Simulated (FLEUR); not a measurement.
# Al2Pt (Fm-3m) in FLEUR: notebook

Aim: see how the results for Al2Pt move with the level of theory and the settings. Levels: LDA, PBE, PBEsol, RPBE, AM05. Tasks: density of states.

Program: FLEUR MaX-R8.1 (later development tree). These are calculated values, not measurements. Logs are shortened: lines on timing, memory, paths and dates and some standing lists are left out, and cuts for length are marked.

## Step 1: The crystal as given

It takes space group Fm-3m (No. 225, cubic). Conventional cell: a = 5.910 Å, b = 5.910 Å, c = 5.910 Å, α = 90.00°, β = 90.00°, γ = 90.00°. Pt (site symmetry m-3m) has 8 Al at 2.56 Å as nearest neighbours. Al (site symmetry -43m) has 4 Pt at 2.56 Å as nearest neighbours.

## Step 2: Density of states, LDA

Input file inp.xml:

```xml
<?xml version="1.0" encoding="UTF-8" standalone="no"?>
<fleurInput fleurInputVersion="0.39">
   <comment>
      Al2Pt                                                                                               
   </comment>
   <calculationSetup>
      <cutoffs Kmax="5.44" Gmax="16.9" GmaxXC="16.9" numbands="0"/>
      <scfLoop itmax="60" minDistance="0.00001" maxIterBroyd="15" imix="Anderson" alpha="0.05" precondParam="0.0" spinf="2.0" sdNocoIR="T"/>
      <coreElectrons ctail="T" frcor="F" kcrel="0" coretail_lmax="0"/>
      <xcFunctional name="vwn" relativisticCorrections="F"/>
      <magnetism jspins="1"/>
      <soc l_soc="F" theta="0.0" phi="0.0" spav="F"/>
      <expertModes spex="0" secvar="F"/>
      <geometryOptimization l_f="F" forcealpha="1.0" forcemix="BFGS" epsdisp="0.00001" epsforce="0.00001"/>
      <ldaU l_linMix="F" mixParam="0.05" spinf="1.0"/>
   </calculationSetup>
   <cell>
      <bzIntegration valenceElectrons="40.0" mode="hist" fermiSmearingEnergy="0.00183747">
         <kPointListSelection listName="default-1"/>
         <!-- k-points included here -->
         <xi:include xmlns:xi="http://www.w3.org/2001/XInclude" href="kpts.xml"> </xi:include>
      </bzIntegration>
      <!-- symmetry operations included here -->
      <xi:include xmlns:xi="http://www.w3.org/2001/XInclude" href="sym.xml"> </xi:include>
      <bulkLattice scale="1.0">
         <bravaisMatrix>
[... 32 lines left out ...]
         </electronConfig>
         <energyParameters s="3" p="3" d="3" f="4"/>
         <lo type="SCLO" l="0" n="2" eDeriv="0"/>
         <lo type="SCLO" l="1" n="2" eDeriv="0"/>
         <lo type="SCLO" l="2" n="3" eDeriv="2"/>
         <lo type="SCLO" l="3" n="4" eDeriv="2"/>
      </species>
   </atomSpecies>
   <atomGroups>
      <atomGroup species="Platinum (Pt)">
         <relPos label="                   1">.0000000000 .0000000000 .0000000000</relPos>
         <force calculate="T" relaxXYZ="TTT"/>
      </atomGroup>
      <atomGroup species="Aluminum (Al)">
         <relPos label="                   2">-1.000/4.000 -1.000/4.000 -1.000/4.000</relPos>
         <relPos label="                   3">1.000/4.000 1.000/4.000 1.000/4.000</relPos>
         <force calculate="T" relaxXYZ="TTT"/>
      </atomGroup>
   </atomGroups>
   <output dos="F" band="F" slice="F">
      <checks vchk="F" cdinf="F"/>
      <bandDOS minEnergy="-.5*Htr" maxEnergy="0.5*Htr" sigma="0.015" storeEVData="T"/>
      <vacuumDOS vacdos="F" integ="F" star="F" nstars="0" locx1="0.0" locy1="0.0" locx2="0.0" locy2="0.0" nstm="0" tworkf="0.0"/>
      <unfoldingBand unfoldBand="F" supercellX="1" supercellY="1" supercellZ="1"/>
      <plotting iplot="0" polar="F">
         <plot TwoD="T" vec1="  1.0  0.0  0.0" vec2="  0.0  1.0  0.0" vec3="  0.0  0.0  1.0" zero="  0.0  0.0  0.0" file="plot"/>
      </plotting>
      <chargeDensitySlicing numkpt="0" minEigenval="0.0" maxEigenval="0.0" nnne="0" pallst="F"/>
      <specialOutput eonly="F"/>
      <moessbauerParams electricFieldGradient="T" isomerShift="T" coreHyperfine="T" valenceHyperfine="T"/>
      <magneticCircularDichroism mcd="F" energyLo="-10.0" energyUp="0.0"/>
   </output>
  <!-- We include the file relax.xml here to enable relaxations (see documentation) -->
  <xi:include xmlns:xi="http://www.w3.org/2001/XInclude" href="relax.xml"> <xi:fallback/> </xi:include>
</fleurInput>
```

Input file crystal.txt:

```
Al2Pt
&input cartesian=F /
0.0000000000  2.9550000000  2.9550000000
2.9550000000  0.0000000000  2.9550000000
2.9550000000  2.9550000000  0.0000000000
1.8897261246
1.0 1.0 1.0

3
78 0.0000000000  0.0000000000  0.0000000000
13 0.7500000000  0.7500000000  0.7500000000
13 0.2500000000  0.2500000000  0.2500000000

&kpt div1=8 div2=8 div3=8 gamma=T /
```

Input file inp.xml (dos):

```
<?xml version="1.0" encoding="UTF-8" standalone="no"?>
<fleurInput fleurInputVersion="0.39">
   <comment>
      Al2Pt                                                                                               
   </comment>
   <calculationSetup>
      <cutoffs Kmax="5.44" Gmax="16.9" GmaxXC="16.9" numbands="0"/>
      <scfLoop itmax="60" minDistance="0.00001" maxIterBroyd="15" imix="Anderson" alpha="0.05" precondParam="0.0" spinf="2.0" sdNocoIR="T"/>
      <coreElectrons ctail="T" frcor="F" kcrel="0" coretail_lmax="0"/>
      <xcFunctional name="vwn" relativisticCorrections="F"/>
      <magnetism jspins="1"/>
      <soc l_soc="F" theta="0.0" phi="0.0" spav="F"/>
      <expertModes spex="0" secvar="F"/>
      <geometryOptimization l_f="F" forcealpha="1.0" forcemix="BFGS" epsdisp="0.00001" epsforce="0.00001"/>
      <ldaU l_linMix="F" mixParam="0.05" spinf="1.0"/>
   </calculationSetup>
   <cell>
      <bzIntegration valenceElectrons="40.0" mode="hist" fermiSmearingEnergy="0.00183747">
         <kPointListSelection listName="default-1"/>
         <!-- k-points included here -->
         <xi:include xmlns:xi="http://www.w3.org/2001/XInclude" href="kpts.xml"> </xi:include>
      </bzIntegration>
      <!-- symmetry operations included here -->
      <xi:include xmlns:xi="http://www.w3.org/2001/XInclude" href="sym.xml"> </xi:include>
      <bulkLattice scale="1.0">
         <bravaisMatrix>
[... 33 lines left out ...]
         <energyParameters s="3" p="3" d="3" f="4"/>
         <lo type="SCLO" l="0" n="2" eDeriv="0"/>
         <lo type="SCLO" l="1" n="2" eDeriv="0"/>
         <lo type="SCLO" l="2" n="3" eDeriv="2"/>
         <lo type="SCLO" l="3" n="4" eDeriv="2"/>
      </species>
   </atomSpecies>
   <atomGroups>
      <atomGroup species="Platinum (Pt)">
         <relPos label="                   1">.0000000000 .0000000000 .0000000000</relPos>
         <force calculate="T" relaxXYZ="TTT"/>
      </atomGroup>
      <atomGroup species="Aluminum (Al)">
         <relPos label="                   2">-1.000/4.000 -1.000/4.000 -1.000/4.000</relPos>
         <relPos label="                   3">1.000/4.000 1.000/4.000 1.000/4.000</relPos>
         <force calculate="T" relaxXYZ="TTT"/>
      </atomGroup>
   </atomGroups>
   <output dos="T" band="F" slice="F">
      <checks vchk="F" cdinf="F"/>
      <bandDOS minEnergy="-0.8*Htr" maxEnergy="0.5*Htr" sigma="0.005" storeEVData="T"/>
      <vacuumDOS vacdos="F" integ="F" star="F" nstars="0" locx1="0.0" locy1="0.0" locx2="0.0" locy2="0.0" nstm="0" tworkf="0.0"/>
      <unfoldingBand unfoldBand="F" supercellX="1" supercellY="1" supercellZ="1"/>
      <plotting iplot="0" polar="F">
         <plot TwoD="T" vec1="  1.0  0.0  0.0" vec2="  0.0  1.0  0.0" vec3="  0.0  0.0  1.0" zero="  0.0  0.0  0.0" file="plot"/>
      </plotting>
      <chargeDensitySlicing numkpt="0" minEigenval="0.0" maxEigenval="0.0" nnne="0" pallst="F"/>
      <specialOutput eonly="F"/>
      <moessbauerParams electricFieldGradient="T" isomerShift="T" coreHyperfine="T" valenceHyperfine="T"/>
      <magneticCircularDichroism mcd="F" energyLo="-10.0" energyUp="0.0"/>
   </output>
  <!-- We include the file relax.xml here to enable relaxations (see documentation) -->
  <xi:include xmlns:xi="http://www.w3.org/2001/XInclude" href="relax.xml"> <xi:fallback/> </xi:include>
</fleurInput>
```

Potentials or basis: all-electron, FLAPW.

The run is started by

```
$ inpgen -f crystal.txt -profile fastHighL
$ # inp.xml edited to the form shown
$ fleur_MPI
$ fleur_MPI   # second run, on inp.xml (dos)
```

The program printed:

```text
Welcome to FLEUR        (www.flapw.de)
      MaX-Release 8.1          (www.max-centre.eu)

 ========== k-point set info ==========
 Selected k-point list: default-1
 k-point list type: mesh
 8 x 8 x 8
 Number of k points: 29

 ------------Calculation Setup---------------------------
 Number of MPI-tasks      :            1
 Number of PE/node        :            1
 Number of OMP-threads    :            1
 Most efficient MPI parallelization for:
           1          29
 Additional eigenvalue parallelization possible
 Number of basis functions:         1065
 Approximate size of matrices (H+S) per k-point:         0.017 GB
 --------------------------------------------------------
 Iteration:     1   Distance:      13.11739362 me/bohr^3
 Iteration:     2   Distance:      11.29440684 me/bohr^3
 Iteration:     3   Distance:       5.21080342 me/bohr^3
 Iteration:     4   Distance:       2.16981770 me/bohr^3
 Iteration:     5   Distance:       1.05440067 me/bohr^3
 Iteration:     6   Distance:       0.19311506 me/bohr^3
 Iteration:     7   Distance:       0.23908775 me/bohr^3
 Iteration:     8   Distance:       0.01888643 me/bohr^3
 Iteration:     9   Distance:       0.02450490 me/bohr^3
 Iteration:    10   Distance:       0.00371714 me/bohr^3
 Iteration:    11   Distance:       0.00308560 me/bohr^3
 Iteration:    12   Distance:       0.00288672 me/bohr^3
 Iteration:    13   Distance:       0.00014804 me/bohr^3
 Iteration:    14   Distance:       0.00001516 me/bohr^3
 Iteration:    15   Distance:       0.00000283 me/bohr^3

 ********************************************************************
 Run finished successfully
 Stop message:
   all done
 ********************************************************************
```

output (dos):

```text
Welcome to FLEUR        (www.flapw.de)
      MaX-Release 8.1          (www.max-centre.eu)

 ========== k-point set info ==========
 Selected k-point list: default-1
 k-point list type: mesh
 8 x 8 x 8
 Number of k points: 29

 ------------Calculation Setup---------------------------
 Number of MPI-tasks      :            1
 Number of PE/node        :            1
 Number of OMP-threads    :            1
 Most efficient MPI parallelization for:
           1          29
 Additional eigenvalue parallelization possible
 Number of basis functions:         1065
 Approximate size of matrices (H+S) per k-point:         0.017 GB
 --------------------------------------------------------
Local.1               Total                INT                  Sym                  MT:1s                MT:1p                MT:1d                MT:1f                MT:2s                MT:2p                MT:2d                MT:2f
 done:Local.1

 Note: DOS data (together with different weights) is also stored in the banddos.hdf file.
       A convenient way of extracting and plotting the data from that file is by making use of the

 ********************************************************************
 Run finished successfully
 Stop message:
   Charge density postprocessing done.
 ********************************************************************
```

out.xml (last iteration):

```text
<iteration numberForCurrentRun="   15" overallNumber="   15">
         <energyParameters units="Htr">
            <atomicEP atomType="1" spin="1" branch="6s" branchLowest="-3.28" branchHighest="1.53" value="0.1207077284"/>
            <atomicEP atomType="1" spin="1" branch="6p" branchLowest="-1.57" branchHighest="2.48" value="0.2837475151"/>
            <atomicEP atomType="1" spin="1" branch="5d" branchLowest="-10.78" branchHighest="0.48" value="0.2155429676"/>
            <atomicEP atomType="1" spin="1" branch="5f" branchLowest="-2.13" branchHighest="2.52" value="0.5725606797"/>
            <loAtomicEP atomType="1" spin="1" branch="5s" branchLowest="-25.00" branchHighest="-3.28" value="-3.2851914240"/>
            <loAtomicEP atomType="1" spin="1" branch="5p" branchLowest="-18.57" branchHighest="-1.57" value="-1.6384202860"/>
            <loAtomicEP atomType="1" spin="1" branch="5p" branchLowest="-18.57" branchHighest="-1.57" value="-1.6384202860"/>
            <loAtomicEP atomType="1" spin="1" branch="5d" branchLowest="-10.78" branchHighest="0.48" value="0.2018151398"/>
            <loAtomicEP atomType="1" spin="1" branch="5f" branchLowest="-2.13" branchHighest="2.52" value="0.5725532364"/>
            <atomicEP atomType="2" spin="1" branch="3s" branchLowest="-3.38" branchHighest="2.83" value="-0.0207771791"/>
            <atomicEP atomType="2" spin="1" branch="3p" branchLowest="-1.98" branchHighest="3.20" value="0.1141656863"/>
            <atomicEP atomType="2" spin="1" branch="3d" branchLowest="-9.99" branchHighest="3.07" value="0.2789825965"/>
            <atomicEP atomType="2" spin="1" branch="4f" branchLowest="-9.99" branchHighest="6.03" value="0.4419383973"/>
            <loAtomicEP atomType="2" spin="1" branch="2s" branchLowest="-54.73" branchHighest="-3.38" value="-3.4067118245"/>
            <loAtomicEP atomType="2" spin="1" branch="2p" branchLowest="-9.99" branchHighest="-1.98" value="-2.0180368271"/>
            <loAtomicEP atomType="2" spin="1" branch="3d" branchLowest="-9.99" branchHighest="3.07" value="0.2789836123"/>
            <loAtomicEP atomType="2" spin="1" branch="4f" branchLowest="-9.99" branchHighest="6.03" value="0.4419410470"/>
         </energyParameters>
         <eigenvalues>
            <eigenvaluesAt spin="1" ikpt="1" k_x="0.00000000" k_y="0.00000000" k_z="0.00000000">
                      -3.4065640943       -3.4064983120       -3.2851810767       -2.0176332378       -2.0176332378
                      -2.0176332378       -2.0173948119       -2.0173948119       -2.0173948119       -1.5973272252
                      -1.5973272252       -1.5973272252       -0.0230273499        0.1667632347        0.1667632347
                       0.1667632347        0.2168540761        0.2168540761        0.4561694396        0.4935519409
                       0.4935519409        0.4935519409        0.5516989524        0.5516989524        0.5516989524
                       0.5839850337        0.5839850337        0.5839850337        0.6476180167        0.7000473394
                       0.7000473394
            </eigenvaluesAt>
            <eigenvaluesAt spin="1" ikpt="2" k_x="0.00000000" k_y="0.00000000" k_z="0.12500000">
                      -3.4065615199       -3.4065006650       -3.2851814352       -2.0176248184       -2.0176238231
                      -2.0176238231       -2.0174040277       -2.0174040277       -2.0174021211       -1.5973415637
                      -1.5973287319       -1.5973287319       -0.0151429228        0.1621246640        0.1693321678
                       0.1693321678        0.2160302215        0.2160302215        0.4127816781        0.4694045421
[... 60 lines left out ...]
            <coreIsomerShift atomType="1" isTotal="2117320.30086">
               <shell n="1" l="0" isomerShift="1757596.67528"/>
               <shell n="2" l="0" isomerShift="261063.19368"/>
               <shell n="2" l="1" isomerShift="18204.83062"/>
               <shell n="3" l="0" isomerShift="59535.63544"/>
               <shell n="3" l="1" isomerShift="4653.32700"/>
               <shell n="4" l="0" isomerShift="15105.68762"/>
               <shell n="3" l="2" isomerShift="0.00190"/>
               <shell n="4" l="1" isomerShift="1160.94882"/>
               <shell n="4" l="2" isomerShift="0.00050"/>
               <shell n="4" l="3" isomerShift="0.00000"/>
            </coreIsomerShift>
            <coreIsomerShift atomType="2" isTotal="1388.84627">
               <shell n="1" l="0" isomerShift="1388.84627"/>
            </coreIsomerShift>
            <isomerShift atomType="1" nucleusRadius="0.0001370" averageDensity="2120467.66970"/>
            <isomerShift atomType="2" nucleusRadius="0.0000708" averageDensity="1487.08590"/>
            <electricFieldGradient atomType="1" VXX="0.00000" VYY="0.00000" VZZ="0.00000" asymParam="0.00000">
            </electricFieldGradient>
            <electricFieldGradient atomType="2" VXX="0.00000" VYY="0.00000" VZZ="0.00000" asymParam="0.00000">
            </electricFieldGradient>
         </moessbauerParams>
         <totalEnergy                                    value="   -18920.4339130769" units="Htr">
            <sumOfEigenvalues                            value="   -11582.6212835576">
               <coreElectrons value="-11531.7642086865"/>
               <valenceElectrons value="-50.8570748711"/>
            </sumOfEigenvalues>
            <densityCoulombPotentialIntegral value="-32652.7452304110"/>
            <densityEffectivePotentialIntegral value="-33160.2084599153"/>
            <chargeDenXCDenIntegral value="-382.4451288013"/>
            <FockExchangeEnergyValence value="0.0000000000"/>
            <FockExchangeEnergyCore value="0.0000000000"/>
            <atomTypeDependentContributions atomType="1">
               <electronNucleiInteractionDifferentMTs value="23170.7701575914"/>
               <MadelungTerm value="-32.3110090639"/>
            </atomTypeDependentContributions>
            <atomTypeDependentContributions atomType="2">
               <electronNucleiInteractionDifferentMTs value="568.1970765700"/>
               <MadelungTerm value="-17.9251022025"/>
            </atomTypeDependentContributions>
            <tkbTimesEntropy value="0.0004655079"/>
            <freeEnergy value="-18920.4343785849"/>
            <extrapolationTo0K value="-18920.4341458309"/>
         </totalEnergy>
         <densityConvergence units="me/bohr^3">
            <chargeDensity spin="1" distance="0.0000028261"/>
         </densityConvergence>
      </iteration>
```

Wall time 2.7 min (1 thread of Arm Neoverse V2, shared host); peak memory 0.1 GiB.

What came out:

```
Free energy                                           : -514851.2478 eV
Band gap on the k mesh                                : none (metal or under the smearing width)
Valence electrons inside the program's atomic spheres : Pt 16.71; Al 8.59 (radii Pt 2.48, Al 1.8 bohr)
```

Levels at points of the mesh, in eV from the Fermi level:
```tsv
k point	band 18	band 19	band 20	band 21	band 22	band 23
(0.00, 0.00, 0.00)	-3.67	2.84	3.86	3.86	3.86	5.44
(0.00, 0.00, 0.50)	-3.45	-3.45	1.06	1.06	3.74	5.20
(0.00, 0.50, 0.50)	-3.41	-3.17	-1.55	-1.55	3.13	3.41
```

States per cell in windows of 1 eV (zero at the Fermi level; states under -8 eV left out):
| from (eV) | total | MT:1d | INT | MT:1p | MT:1s | MT:2s | MT:2p |
| --- | --- | --- | --- | --- | --- | --- | --- |
| -8.0 | 0.80 | 0.06 | 0.48 | 0.01 | 0.13 | 0.05 | 0.01 |
| -7.0 | 1.00 | 0.25 | 0.52 | 0.03 | 0.05 | 0.06 | 0.01 |
| -6.0 | 1.99 | 0.82 | 0.87 | 0.05 | 0.02 | 0.08 | 0.03 |
| -5.0 | 4.11 | 2.62 | 1.20 | 0.02 | 0.08 | 0.01 | 0.08 |
| -4.0 | 4.06 | 2.93 | 0.88 | 0.04 | 0.10 | 0.01 | 0.03 |
| -3.0 | 0.95 | 0.39 | 0.37 | 0.05 | 0.06 | 0.01 | 0.02 |
| -2.0 | 1.08 | 0.26 | 0.55 | 0.10 | 0.04 | 0.02 | 0.04 |
| -1.0 | 1.23 | 0.27 | 0.66 | 0.14 | 0.02 | 0.01 | 0.05 |
| 0.0 | 0.99 | 0.14 | 0.57 | 0.13 | 0.02 | 0.01 | 0.05 |
| 1.0 | 0.60 | 0.07 | 0.35 | 0.09 | 0.01 | 0.01 | 0.03 |
| 2.0 | 0.35 | 0.04 | 0.19 | 0.05 | 0.01 | 0.01 | 0.01 |
| 3.0 | 1.65 | 0.33 | 0.92 | 0.04 | 0.02 | 0.11 | 0.03 |

Core levels (eV from the Fermi level):
```
atom                                                                                                                                                                                                                                     levels
1 Pt  1s1/2 -78249.2, 2s1/2 -13735.0, 2p1/2 -13166.7, 2p3/2 -11439.3, 3s1/2 -3223.5, 3p1/2 -2968.1, 3p3/2 -2588.5, 4s1/2 -689.8, 3d3/2 -2162.4, 3d5/2 -2080.5, 4p1/2 -581.6, 4p3/2 -490.9, 4d3/2 -313.4, 4d5/2 -296.5, 4f5/2 -69.5, 4f7/2 -66.0
2 Al                                                                                                                                                                                                                              1s1/2 -1498.9
3 Al                                                                                                                                                                                                                              1s1/2 -1498.9
```

[end of part 1 of 2]
